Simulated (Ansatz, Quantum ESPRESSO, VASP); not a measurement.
## Equation of state of MgS under PBEsol

Symmetry: Fm-3m, No. 225, cubic system. The conventional cell has a = 5.203 Å, b = 5.203 Å, c = 5.203 Å, α = 90.00°, β = 90.00°, γ = 90.00°. Around S (site symmetry m-3m) lie 6 Mg at 2.60 Å. Mg (site symmetry m-3m) has 6 S at 2.60 Å as nearest neighbours.

The cell was scaled at fixed shape and fractions and run with Ansatz, Ansatz PAW, cutoff 420 eV; PBEsol, k mesh 9 × 9 × 9 on the cell of 2 atoms, fermi-dirac occupations of 0.05 eV, no spin polarisation, no spin-orbit coupling. The potentials were made for PBE. Energies are those that the program minimises, any entropy of the smearing included.

| V (Å³/atom) | energy over the lowest row (meV/atom) |
| --- | --- |
| 16.5529 | 10.515 |
| 16.9051 | 3.251 |
| 17.2573 | 0.000 |
| 17.6095 | 0.370 |
| 17.9617 | ? |
| 18.3139 | 10.597 |
| 18.6661 | 19.847 |

Q: Fit the third-order Birch-Murnaghan form, give V0, B0 and B′, and predict the energy left open.

A: With y = (V0/V)^(2/3), E = E0 + (9 V0 B0/16) [(y - 1)³ B′ + (y - 1)² (6 - 4y)]. Least squares through the rows shown give V0 = 17.3941 Å³/atom, E0 = -0.266 meV, B0 = 78.09 GPa (1 eV/Å³ = 160.218 GPa) and B′ = 4.07, with a largest miss of 0.003 meV. At V = 17.9617 the form with these constants gives 4.009 meV; the run gave 4.008 meV an atom. Other set-ups at this level, from all their volumes (Å³/atom, GPa): Ansatz, all-electron LAPW, scalar-relativistic: V0 17.389, B0 78.13; Quantum ESPRESSO, PseudoDojo 0.4.1 SR PBEsol standard: V0 17.410, B0 77.84; VASP, PBE PAW files Mg, S, 520 eV (made for PBE): V0 17.359, B0 78.92.
